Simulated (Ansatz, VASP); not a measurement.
Cu4O: VASP beside Ansatz

```xyz
5
Lattice="3.9614 0.0000 0.0000 0.0000 3.9614 0.0000 0.0000 0.0000 3.9614" Properties=species:S:1:pos:R:3 pbc="T T T"
Cu    0.0000    0.0000    0.0000
Cu    1.9807    1.9807    0.0000
Cu    1.9807    0.0000    1.9807
Cu    0.0000    1.9807    1.9807
O     1.9807    1.9807    1.9807
```

Change from the starting cell: species swapped into the Ni4N type (Pm-3m, No. 221).

Alike in both runs: functional PBE; k mesh 10 × 10 × 10; occupations gaussian, width 0.1 eV; no spin polarisation.

Ansatz relaxed the structure, and its values are those at the end. VASP's run is a single point on that final structure, the one shown.

```csv
,VASP,Ansatz
version,VASP 6.6.1,Ansatz 0.2.0
potentials or method,"VASP PAW PBE potentials, release 64 (Cu, O)","scalar-relativistic, plane waves, PAW"
plane-wave cutoff (eV),520,420
valence electrons in the cell,50,82
```

|  | VASP | Ansatz | Ansatz less VASP |
| --- | --- | --- | --- |
| gap on the k mesh at the Fermi level (eV) | none | none | - |
| pressure (GPa) | 0.6 | 0.0 | -0.56 |

A gap of «none» marks a metal or a gap that the smearing closes. The two sets of potentials don't hold the same shells in valence.

Caveats: the run has no spin polarisation, though such a crystal can be magnetic; semilocal functionals often make such compounds metallic where correlation or magnetic order opens a gap, which also shifts bond lengths.
